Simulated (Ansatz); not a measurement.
Mg, 1 atom in the cell. Symmetry: I4/mmm, No. 139, tetragonal system. Conventional cell: a = 3.672 Å, b = 3.672 Å, c = 3.359 Å, α = 90.00°, β = 90.00°, γ = 90.00°. Around Mg (site symmetry 4/mmm) lie 10 Mg at 3.09 to 3.36 Å. This isn't the form of Mg at room conditions, which is hcp.

| Quantity | Value |
| --- | --- |
| Program | Ansatz 0.2.0 |
| Task | relaxation of cell and atoms |
| Functional | PBE |
| Dispersion | D4 |
| Potentials or basis | Ansatz PAW |
| Cutoff | 420 eV (not typed: the program's choice for these potentials) |
| k mesh | 11 × 11 × 11 |
| Occupations | fermi-dirac, width 0.05 eV |
| Spin | no spin polarisation |

Potentials or basis: Ansatz PAW.

Command:

```bash
$ ansatz run input.yaml --threads 2 --pin off --max-ram 5632MiB --backend cpu --events-out ev --progress --plain --runs-dir out
```

Hardware: 2 threads of Arm Neoverse V1, on a shared host.

Question: How long does it take, and how much memory?

Answer: It took 20 s on 2 threads of Arm Neoverse V1 (shared host), peak memory 0.28 GiB. Counts: scf iterations 64, plane waves 429, k points 126, bands 9, ion steps 20.
